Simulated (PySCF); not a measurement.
SMILES C1=C[C@H]2C=C[C@@H]1C2, C7H8

Geometry:
```json
{"atom": "C1", "x (Å)": "1.317", "y (Å)": "0.536", "z (Å)": "-0.468"}
{"atom": "C2", "x (Å)": "1.224", "y (Å)": "-0.796", "z (Å)": "-0.406"}
{"atom": "C3", "x (Å)": "-0.110", "y (Å)": "-1.121", "z (Å)": "0.280"}
{"atom": "C4", "x (Å)": "-1.232", "y (Å)": "-0.637", "z (Å)": "-0.648"}
{"atom": "C5", "x (Å)": "-1.139", "y (Å)": "0.695", "z (Å)": "-0.710"}
{"atom": "C6", "x (Å)": "0.045", "y (Å)": "1.104", "z (Å)": "0.177"}
{"atom": "C7", "x (Å)": "-0.134", "y (Å)": "0.048", "z (Å)": "1.295"}
{"atom": "H8", "x (Å)": "2.100", "y (Å)": "1.135", "z (Å)": "-0.935"}
{"atom": "H9", "x (Å)": "1.914", "y (Å)": "-1.537", "z (Å)": "-0.810"}
{"atom": "H10", "x (Å)": "-0.214", "y (Å)": "-2.141", "z (Å)": "0.671"}
{"atom": "H11", "x (Å)": "-1.920", "y (Å)": "-1.289", "z (Å)": "-1.188"}
{"atom": "H12", "x (Å)": "-1.734", "y (Å)": "1.383", "z (Å)": "-1.312"}
{"atom": "H13", "x (Å)": "0.084", "y (Å)": "2.161", "z (Å)": "0.471"}
{"atom": "H14", "x (Å)": "-1.092", "y (Å)": "0.140", "z (Å)": "1.829"}
{"atom": "H15", "x (Å)": "0.706", "y (Å)": "0.023", "z (Å)": "2.006"}
```

Level of theory: quadratic response CAM-B3LYP/aug-cc-pVDZ first hyperpolarisability, Taylor convention, gas phase (PySCF). Geometry: PBE0-D3(BJ)/def2-SVP.

(1) Give the tensor of the second harmonic β(−2ω;ω,ω) at 1907 nm in the axes of these coordinates.

Results:

(1) In au, Taylor convention; rows are the first index (the induced dipole):
|  | xx | yy | zz | xy | xz | yz |
| --- | --- | --- | --- | --- | --- | --- |
| x | +11.0 | -1.5 | -12.1 | -2.7 | -37.2 | +3.5 |
| y | -2.8 | +3.2 | +1.1 | -1.5 | +3.5 | +20.4 |
| z | -37.8 | +20.1 | +46.0 | +3.6 | -12.2 | +1.1 |

Norm of βᵢ = ⅓ Σⱼ (βᵢⱼⱼ + βⱼᵢⱼ + βⱼⱼᵢ): 29.0 au, hyper-Rayleigh value 29.1 au.
